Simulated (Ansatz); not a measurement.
Band structure of MoP

```
Mo P
1.0
     3.22300    0.00000    0.00000
    -1.61150    2.79120    0.00000
     0.00000    0.00000    3.19100
Mo P
1 1
Direct
  0.00000 0.00000 0.00000
  0.33333 0.66667 0.50000
```

Atoms are numbered in the order listed.

The cell is COD entry 1539074, as deposited and not checked against the literature; nothing was relaxed.

Spin polarisation is left out, and whether a magnetic state lies lower isn't shown here.

All numbers below come from DFT, PBE, all-electron LAPW, scalar-relativistic in Ansatz 0.2.0.

Numerical set-up: a Γ-centred 15×15×13 k mesh, Fermi–Dirac smearing of 0.08 eV, basis error target 0.25 meV/atom, no spin polarisation.

Points in fractions of the reciprocal vectors of this cell: Γ (0, 0, 0), M (0.5, 0, 0), K (0.333, 0.333, 0), A (0, 0, 0.5), L (0.5, 0, 0.5), H (0.333, 0.333, 0.5). The path joins them by straight lines in the order Γ–M–K–Γ–A–L–H–A–L; legs that retrace an earlier one aren't tabulated. Energies are in eV from the Fermi level.

Task: Metal or insulator at this level of theory?

Result: No gap opens: metallic or semimetallic.

Task: Tabulate bands 18 to 24, counted from the lowest band of the run, along the path.

Result: 
| k (1/Å) | point | band 18 | band 19 | band 20 | band 21 | band 22 | band 23 | band 24 |
| --- | --- | --- | --- | --- | --- | --- | --- | --- |
| 0.00 | Γ | -4.17 | -3.30 | -3.30 | -0.71 | 0.28 | 0.28 | 4.13 |
| 0.16 |  | -4.21 | -3.39 | -3.22 | -1.25 | 0.24 | 0.90 | 3.72 |
| 0.32 |  | -4.51 | -3.44 | -2.98 | -2.01 | 0.13 | 1.86 | 2.86 |
| 0.48 |  | -5.11 | -3.34 | -2.68 | -2.62 | -0.01 | 2.05 | 2.81 |
| 0.64 |  | -5.80 | -3.31 | -3.22 | -2.18 | -0.17 | 1.62 | 2.49 |
| 0.80 |  | -6.48 | -3.61 | -3.45 | -1.74 | -0.30 | 1.72 | 2.09 |
| 0.96 |  | -7.02 | -3.85 | -3.64 | -1.40 | -0.39 | 1.82 | 2.13 |
| 1.13 | M | -7.24 | -3.93 | -3.73 | -1.27 | -0.42 | 1.72 | 2.37 |
| 1.22 |  | -7.22 | -3.92 | -3.78 | -1.25 | -0.49 | 1.64 | 2.33 |
| 1.31 |  | -7.15 | -3.93 | -3.90 | -1.19 | -0.66 | 1.43 | 2.20 |
| 1.40 |  | -7.04 | -4.18 | -3.86 | -1.05 | -0.90 | 1.17 | 2.00 |
| 1.50 |  | -6.90 | -4.51 | -3.82 | -1.14 | -0.83 | 0.93 | 1.73 |
| 1.59 |  | -6.74 | -4.85 | -3.78 | -1.34 | -0.54 | 0.73 | 1.40 |
| 1.68 |  | -6.61 | -5.13 | -3.76 | -1.47 | -0.23 | 0.62 | 1.06 |
| 1.78 | K | -6.55 | -5.24 | -3.75 | -1.51 | -0.07 | 0.69 | 0.80 |
| 1.96 |  | -6.64 | -4.88 | -3.75 | -1.36 | -0.53 | 0.52 | 1.54 |
| 2.15 |  | -6.50 | -4.18 | -3.66 | -1.29 | -1.01 | 0.74 | 2.16 |
| 2.33 |  | -6.03 | -3.55 | -3.40 | -1.99 | -0.59 | 1.17 | 2.35 |
| 2.52 |  | -5.36 | -3.30 | -2.91 | -2.52 | -0.22 | 1.75 | 2.65 |
| 2.70 |  | -4.66 | -3.41 | -2.91 | -2.22 | 0.06 | 2.19 | 2.61 |
| 2.89 |  | -4.24 | -3.41 | -3.19 | -1.37 | 0.23 | 1.04 | 3.61 |
| 3.08 | Γ | -4.17 | -3.30 | -3.30 | -0.71 | 0.28 | 0.28 | 4.13 |
| 3.22 |  | -4.27 | -3.26 | -3.26 | -0.75 | 0.06 | 0.06 | 4.31 |
| 3.36 |  | -4.62 | -3.15 | -3.15 | -0.75 | -0.43 | -0.43 | 4.56 |
| 3.50 |  | -5.24 | -2.98 | -2.98 | -0.97 | -0.97 | -0.52 | 4.46 |
| 3.64 |  | -6.05 | -2.81 | -2.81 | -1.41 | -1.41 | -0.04 | 4.02 |
| 3.78 |  | -6.88 | -2.70 | -2.70 | -1.65 | -1.65 | 0.57 | 3.50 |
| 3.92 |  | -7.55 | -2.70 | -2.70 | -1.69 | -1.69 | 1.12 | 3.09 |
| 4.06 | A | -7.83 | -2.71 | -2.71 | -1.67 | -1.67 | 1.34 | 2.94 |
| 4.22 |  | -7.72 | -2.84 | -2.83 | -1.78 | -1.57 | 1.39 | 2.79 |
| 4.38 |  | -7.43 | -3.16 | -3.15 | -2.01 | -1.25 | 1.50 | 2.55 |
| 4.54 |  | -7.01 | -3.67 | -3.54 | -2.21 | -0.75 | 1.64 | 2.46 |
| 4.70 |  | -6.59 | -4.25 | -3.90 | -2.19 | -0.10 | 1.76 | 2.61 |
| 4.86 |  | -6.30 | -4.78 | -4.18 | -1.85 | 0.59 | 1.85 | 2.95 |
| 5.02 |  | -6.17 | -5.15 | -4.36 | -1.32 | 1.19 | 1.87 | 3.35 |
| 5.19 | L | -6.13 | -5.28 | -4.42 | -1.04 | 1.44 | 1.85 | 3.56 |
| 5.28 |  | -6.11 | -5.44 | -4.27 | -1.08 | 1.53 | 1.85 | 3.53 |
| 5.37 |  | -6.05 | -5.77 | -3.99 | -1.18 | 1.73 | 1.91 | 3.46 |
| 5.46 |  | -6.11 | -5.95 | -3.72 | -1.29 | 1.76 | 2.27 | 3.39 |
| 5.56 |  | -6.42 | -5.86 | -3.50 | -1.36 | 1.71 | 2.75 | 3.33 |
| 5.65 |  | -6.66 | -5.77 | -3.35 | -1.37 | 1.65 | 3.29 | 3.30 |
| 5.74 |  | -6.82 | -5.71 | -3.26 | -1.33 | 1.58 | 3.30 | 3.85 |
| 5.83 | H | -6.87 | -5.70 | -3.24 | -1.31 | 1.56 | 3.30 | 4.22 |
| 6.02 |  | -6.65 | -5.76 | -3.30 | -1.49 | 1.67 | 3.15 | 3.22 |
| 6.21 |  | -6.05 | -5.95 | -3.41 | -1.93 | 1.71 | 1.93 | 2.96 |
| 6.39 |  | -6.29 | -5.21 | -3.45 | -2.28 | 0.60 | 1.82 | 2.64 |
| 6.58 |  | -6.79 | -4.28 | -3.35 | -2.32 | -0.38 | 1.70 | 2.45 |
| 6.76 |  | -7.30 | -3.45 | -3.12 | -2.10 | -1.10 | 1.54 | 2.49 |
| 6.95 |  | -7.69 | -2.90 | -2.85 | -1.81 | -1.53 | 1.40 | 2.75 |
| 7.13 | A | -7.83 | -2.71 | -2.71 | -1.67 | -1.67 | 1.34 | 2.94 |
